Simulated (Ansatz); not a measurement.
The system is Si.

```
CELL_PARAMETERS angstrom
2.62054 0.00000 0.00000
-1.31027 2.26946 0.00000
0.00000 0.00000 2.46635
ATOMIC_POSITIONS crystal
Si 0.00000 0.00000 0.00000
```

This isn't the form of Si at room conditions, which is diamond.

Base run:

* Program: Ansatz 0.2.0
* Functional: PBEsol
* Potentials or basis: all-electron LAPW, scalar-relativistic
* Cutoff: 189 eV
* Density cutoff: 756 eV
* Basis error allowed: 0.001 eV/atom
* k mesh: 12 × 12 × 11
* Occupations: fermi-dirac, width 0.05 eV
* Spin: no spin polarisation

Its results: pressure 0.6 GPa.

Q: The run is repeated on the same cell with these changes: functional from PBEsol to LDA. What comes out?

A: Pressure -1.0 GPa.

LDA binds more tightly than PBEsol, so the same cell stands under less pressure.

Not every run made on this cell is shown here.
